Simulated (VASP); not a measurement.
# GaN (P6_3mc) in VASP: further runs

One crystal, GaN, is run at these levels: PBE; tasks: relaxation of cell and atoms.

Program: VASP 6.6.1. These are calculated values, not measurements. Logs are shortened: lines on timing, memory, paths and dates and some standing lists are left out, and cuts for length are marked.

### Step 1. The structure

It takes space group P6_3mc (No. 186, hexagonal). The conventional cell has a = 3.180 Å, b = 3.180 Å, c = 5.166 Å, α = 90.00°, β = 90.00°, γ = 120.00°. Ga (site symmetry 3m) has 4 N at 1.94 to 1.95 Å as nearest neighbours. Around N (site symmetry 3m) lie 4 Ga at 1.94 to 1.95 Å.

### Step 2. Relaxation of cell and atoms, PBE

INCAR

```
PREC = Accurate ; ENCUT = 520
EDIFF = 1E-7 ; ISMEAR = 0
SIGMA = 0.02 ; LREAL = False
LASPH = True ; NELM = 80
ALGO = Normal ; ISIF = 3
LWAVE = False ; LCHARG = False
GGA = PE ; IBRION = 2
NSW = 80 ; EDIFFG = -0.002
KPAR = 4
```

KPOINTS

```
regular mesh
0
Gamma
  6 6 2
```

POSCAR

```
GaN
1.0
    3.1800000000      0.0000000000      0.0000000000
   -1.5900000000      2.7539607800      0.0000000000
    0.0000000000      0.0000000000      5.1660000000
Ga N
2 2
Direct
    0.3333333300      0.6666666700      0.0000000000
    0.6666666700      0.3333333300      0.5000000000
    0.3333333300      0.6666666700      0.3750000000
    0.6666666700      0.3333333300      0.8750000000
```

Potentials or basis: VASP PAW PBE potentials, release 64 (Ga_d, N).

Command:

```sh
$ cat potpaw_PBE.64/Ga_d/POTCAR potpaw_PBE.64/N/POTCAR > POTCAR
$ mpirun -np 4 vasp_std > vasp.out
```

OUTCAR:

```text
PREC = Accurate
   ENCUT = 520
   EDIFF = 1E-7
   ISMEAR = 0
   LREAL = False
   LASPH = True
   NELM = 80
   ISIF = 3
   GGA = PE
   IBRION = 2
   NSW = 80
   EDIFFG = -0.002

 ion  position               nearest neighbor table
   1  0.333  0.667  0.000-   3 1.94   4 1.95   4 1.95   4 1.95
   2  0.667  0.333  0.500-   4 1.94   3 1.95   3 1.95   3 1.95
   3  0.333  0.667  0.375-   1 1.94   2 1.95   2 1.95   2 1.95
   4  0.667  0.333  0.875-   2 1.94   1 1.95   1 1.95   1 1.95

  LATTYP: Found a hexagonal cell.
 ALAT       =     3.1800000000
 C/A-ratio  =     1.6245283019

  Lattice vectors:

 A1 = (   3.1800000000,   0.0000000000,   0.0000000000)
 A2 = (  -1.5900000000,   2.7539607800,   0.0000000000)
 A3 = (   0.0000000000,   0.0000000000,   5.1660000000)

Analysis of symmetry for initial positions (statically):
=====================================================================
 Subroutine PRICEL returns:
 Original cell was already a primitive cell.

 Routine SETGRP: Setting up the symmetry group for a
 hexagonal supercell.

 Subroutine GETGRP returns: Found 12 space group operations
 (whereof  6 operations were pure point group operations)
 out of a pool of 24 trial point group operations.

The static configuration has the point symmetry C_3v.
 The point group associated with its full space group is C_6v.

Analysis of symmetry for dynamics (positions and initial velocities):
=====================================================================
 Subroutine PRICEL returns:
 Original cell was already a primitive cell.

 Routine SETGRP: Setting up the symmetry group for a
 hexagonal supercell.

 Subroutine GETGRP returns: Found 12 space group operations
 (whereof  6 operations were pure point group operations)
 out of a pool of 24 trial point group operations.

The dynamic configuration has the point symmetry C_3v.
 The point group associated with its full space group is C_6v.

 Subroutine INISYM returns: Found 12 space group operations
 (whereof  6 operations are pure point group operations),
 and found     1 'primitive' translations

----------------------------------------------------------------------------------------

                                     Primitive cell

  volume of cell :      45.2417

  direct lattice vectors                    reciprocal lattice vectors
     3.180000000  0.000000000  0.000000000     0.314465409  0.181556689  0.000000000
    -1.590000000  2.753960780  0.000000000     0.000000000  0.363113377  0.000000000
     0.000000000  0.000000000  5.166000000     0.000000000  0.000000000  0.193573364

  length of vectors
     3.180000000  3.179999997  5.166000000     0.363113377  0.363113377  0.193573364

  position of ions in fractional coordinates (direct lattice)
     0.333333330  0.666666670  0.000000000
     0.666666670  0.333333330  0.500000000
     0.333333330  0.666666670  0.375000000
     0.666666670  0.333333330  0.875000000

  ion indices of the primitive-cell ions
   primitive index   ion index
                 1           1
                 2           2
                 3           3
                 4           4

----------------------------------------------------------------------------------------

 KPOINTS: regular mesh

Automatic generation of k-mesh.
 Grid dimensions read from file:
 generate k-points for:    6    6    2

 Generating k-lattice:

  Cartesian coordinates                     Fractional coordinates (reciprocal lattice)
     0.052410901  0.030259448  0.000000000     0.166666667  0.000000000  0.000000000
     0.000000000  0.060518896  0.000000000     0.000000000  0.166666667  0.000000000
     0.000000000  0.000000000  0.096786682     0.000000000  0.000000000  0.500000000

  Length of vectors
     0.060518896  0.060518896  0.096786682

  Shift w.r.t. Gamma in fractional coordinates (k-lattice)
     0.000000000  0.000000000  0.000000000

 Subroutine IBZKPT returns following result:
 ===========================================

 Found     14 irreducible k-points:

 Following reciprocal coordinates:
            Coordinates               Weight
  0.000000  0.000000  0.000000      1.000000
  0.166667 -0.000000  0.000000      6.000000
  0.333333  0.000000  0.000000      6.000000
  0.500000  0.000000  0.000000      3.000000
  0.166667  0.166667  0.000000      6.000000
  0.333333  0.166667  0.000000     12.000000
  0.333333  0.333333  0.000000      2.000000
  0.000000  0.000000  0.500000      1.000000
  0.166667 -0.000000  0.500000      6.000000
  0.333333  0.000000  0.500000      6.000000
  0.500000  0.000000  0.500000      3.000000
  0.166667  0.166667  0.500000      6.000000
  0.333333  0.166667  0.500000     12.000000
  0.333333  0.333333  0.500000      2.000000
   k-points           NKPTS =     14   k-points in BZ     NKDIM =     14   number of bands    NBANDS=     22
   number of dos      NEDOS =    301   number of ions     NIONS =      4
   total plane-waves  NPLWV =  23040
   dimension x,y,z NGX =    24 NGY =   24 NGZ =   40
   dimension x,y,z NGXF=    48 NGYF=   48 NGZF=   80
   ions per type =               2   2
   NGX,Y,Z   is equivalent  to a cutoff of  12.55, 12.55, 12.87 a.u.
   NGXF,Y,Z  is equivalent  to a cutoff of  25.09, 25.09, 25.74 a.u.
 SYSTEM =  unknown system
   PREC   = accura    normal or accurate (medium, high low for compatibility)
   ISTART =      0    job   : 0-new  1-cont  2-samecut
   ICHARG =      2    charge: 1-file 2-atom 10-const
   ISPIN  =      1    spin polarized calculation?
   LNONCOLLINEAR =      F non collinear calculations
   LSORBIT =      F    spin-orbit coupling
   LASPH  =      T    aspherical Exc in radial PAW
   ENCUT  =  520.0 eV  38.22 Ry    6.18 a.u.   5.91  5.91  9.61*2*pi/ulx,y,z
   NELM   =     80;   NELMIN=  2; NELMDL= -5     # of ELM steps
   EDIFF  = 0.1E-06   stopping-criterion for ELM
   LREAL  =      F    real-space projection
   EDIFFG = -.2E-02   stopping-criterion for IOM
   NSW    =     80    number of steps for IOM
   IBRION =      2    ionic relax: 0-MD 1-quasi-New 2-CG
   NFREE  =      1    steps in history (QN), initial steepest desc. (CG)
   ISIF   =      3    stress and relaxation
   ISYM   =      2    0-nonsym 1-usesym 2-fastsym
   POTIM  = 0.5000    time-step for ionic-motion
   TEBEG  =    0.0;   TEEND  =   0.0 temperature during run
   PSTRESS=    0.0 pullay stress
   NELECT =      36.0000    total number of electrons
   NUPDOWN=      -1.0000    fix difference up-down
   EMIN   =  10.00;   EMAX   =-10.00  energy-range for DOS
   EFERMI =   0.00;   METHOD = LEGACY
   ISMEAR =     0;   SIGMA  =   0.02  broadening in eV -4-tet -1-fermi 0-gaus
   EFERMI_NEDOS =   21; number of points for ismear=-14 and -15
   IALGO  =     38    algorithm
   IMIX   =      4    mixing-type and parameters
     AMIX     =   0.40;   BMIX     =  1.00
     AMIX_MAG =   1.60;   BMIX_MAG =  1.00
  volume/ion in A,a.u.               =      11.31        76.33
  Fermi-wavevector in a.u.,A,eV,Ry     =   1.517036  2.866782 31.312427  2.301398
  Thomas-Fermi vector in A             =   2.626345
   LORBIT       =      0    0 simple, 1 ext, 2 COOP (PROOUT), +10 PAW based schemes
   GGA     = PE    functional components
   LHFCALC =     F    Hartree Fock is set to
   AEXX    =    0.0000 exact exchange contribution
   IVDW    =     0    specifies the selected vdW correction
   LEPSILON=     F    determine dielectric tensor
   LRPA    =     F    only Hartree local field effects (RPA)
 conjugate gradient relaxation of ions
 non-spin polarized calculation
 Gauss-broadening in eV      SIGMA  =   0.02
  energy-cutoff  :      520.00
  volume of cell :       45.24
 maximum number of plane-waves:      1236
 NGX is ok and might be reduce to    24
   NGX = 11   NGY = 11   NGZ = 19

--------------------------------------- Ionic step        1  -------------------------------------------

 number of electron      36.0000002 magnetization

 Free energy of the ion-electron system (eV)
  ---------------------------------------------------
  ext. energy  EPLUGINS =         0.00000000
  ---------------------------------------------------
  free energy    TOTEN  =       -24.28034156 eV

  energy without entropy =      -24.28034156  energy(sigma->0) =      -24.28034156

------------------------ aborting loop because EDIFF is reached ----------------------------------------

  FORCE on cell =-STRESS in cart. coord.  units (eV):
  Direction    XX          YY          ZZ          XY          YZ          ZX
  --------------------------------------------------------------------------------------
  -------------------------------------------------------------------------------------
  Total        1.8402205      1.8402205      2.4706465      0.0000000      0.0000000      0.0000000
  in kB       65.1690160     65.1690158     87.4947367      0.0000000      0.0000000      0.0000000
  external PRESSURE =      72.6109228 kB  Pullay stress =       0.0000000 kB

 VOLUME and BASIS-vectors are now :
 -----------------------------------------------------------------------------
  energy-cutoff  :      520.00
  volume of cell :       45.24
      direct lattice vectors                 reciprocal lattice vectors
     3.180000000  0.000000000  0.000000000     0.314465409  0.181556689  0.000000000
    -1.590000000  2.753960780  0.000000000     0.000000000  0.363113377  0.000000000
     0.000000000  0.000000000  5.166000000     0.000000000  0.000000000  0.193573364
[... 191 lines left out ...]
 POSITION                                       TOTAL-FORCE (eV/Angst)
 -----------------------------------------------------------------------------------
     -0.00000      1.85763      5.23843         0.000000     -0.000000     -0.005697
      1.60875      0.92881      2.61721        -0.000000      0.000000     -0.005697
     -0.00000      1.85763      1.96992        -0.000000      0.000000      0.005697
      1.60875      0.92881      4.59114         0.000000      0.000000      0.005697
 -----------------------------------------------------------------------------------
    total drift:                               -0.000011      0.000005     -0.000456

  FREE ENERGIE OF THE ION-ELECTRON SYSTEM (eV)
  ---------------------------------------------------
  free  energy   TOTEN  =       -24.3211415151 eV

  energy  without entropy=      -24.3211415151  energy(sigma->0) =      -24.32114152

--------------------------------------- Ionic step        7  -------------------------------------------

 number of electron      35.9999956 magnetization

 Free energy of the ion-electron system (eV)
  ---------------------------------------------------
  ext. energy  EPLUGINS =         0.00000000
  ---------------------------------------------------
  free energy    TOTEN  =       -24.32115525 eV

  energy without entropy =      -24.32115525  energy(sigma->0) =      -24.32115525

 E-fermi :   5.1114     XC(G=0): -11.5140

 val. band max:        5.0104054622   @ k =   0.0000   0.0000   0.0000
 cond. band min:       6.7238499589   @ k =   0.0000   0.0000   0.0000
 fundamental gap:      1.7134444967
 Fermi energy:         5.1114032757

 k-point     1 :       0.0000    0.0000    0.0000
  band No.  band energies     occupation
      1     -10.7251      2.00000
      2      -9.9026      2.00000
      3      -8.4129      2.00000
      4      -8.3985      2.00000
      5      -8.3985      2.00000
      6      -8.3427      2.00000
[... 14 lines left out ...]
     21      14.0301      0.00000
     22      14.7389      0.00000
[... 345 lines left out ...]
 POSITION                                       TOTAL-FORCE (eV/Angst)
 -----------------------------------------------------------------------------------
     -0.00000      1.85799      5.24030        -0.000000      0.000000     -0.000210
      1.60906      0.92899      2.61805         0.000000      0.000000     -0.000210
     -0.00000      1.85799      1.97087        -0.000000      0.000000      0.000210
      1.60906      0.92899      4.59312         0.000000     -0.000000      0.000210
 -----------------------------------------------------------------------------------
    total drift:                               -0.000011      0.000005     -0.000979

  FREE ENERGIE OF THE ION-ELECTRON SYSTEM (eV)
  ---------------------------------------------------
  free  energy   TOTEN  =       -24.3211552517 eV

  energy  without entropy=      -24.3211552517  energy(sigma->0) =      -24.32115525

 reached required accuracy - stopping structural energy minimisation
```

Wall time 38 s (4 MPI ranks of Intel Xeon Platinum 8259CL at 2.50GHz (Skylake/Cascade Lake), shared host); peak memory 0.16 GiB.

What came out:

| Quantity | Value |
| --- | --- |
| Free energy | -24.3212 eV |
| Relaxed volume | 11.76 Å³/atom |
| Relaxed cell | a = 3.218 Å, b = 3.218 Å, c = 5.244 Å, α = 90.00°, β = 90.00°, γ = 120.00° |
| Space group after relaxing (to 0.05 Å) | P6_3mc (No. 186) |
| Energy gained by relaxing | 10.2 meV/atom |
| Ionic steps | 7 |
| Pressure after relaxing | 0.0 GPa |
| Band gap on the k mesh | 1.71 eV, direct |

The path:
| step | energy change (eV) | largest force (eV/Å) | pressure (GPa) | volume (Å³) |
| --- | --- | --- | --- | --- |
| 1 | 0.0000 | 0.1320 | 7.26 | 45.24 |
| 2 | -0.0106 | 0.0661 | -5.38 | 48.68 |
| 3 | -0.0408 | 0.0086 | -0.01 | 47.03 |
| 4 | -0.0408 | 0.0105 | 0.13 | 47.00 |
| 5 | -0.0408 | 0.0075 | 0.12 | 47.00 |
| 6 | -0.0408 | 0.0057 | 0.11 | 47.00 |
| 7 | -0.0408 | 0.0002 | -0.01 | 47.04 |

Final structure:
```yaml
crystal:
  lattice:
    - [3.21813, 0.00000, 0.00000]
    - [-1.60906, 2.78698, 0.00000]
    - [0.00000, 0.00000, 5.24449]
  atoms:
    - { symbol: Ga, position: [0.33333, 0.66667, 0.99920] }
    - { symbol: Ga, position: [0.66667, 0.33333, 0.49920] }
    - { symbol: N, position: [0.33333, 0.66667, 0.37580] }
    - { symbol: N, position: [0.66667, 0.33333, 0.87580] }
```

Caveat: the k mesh is coarse (spacing up to 0.61 Å⁻¹), so the values aren't converged. Zero-point motion and thermal expansion aren't in these numbers.

(Continued in part 2 of 2.)
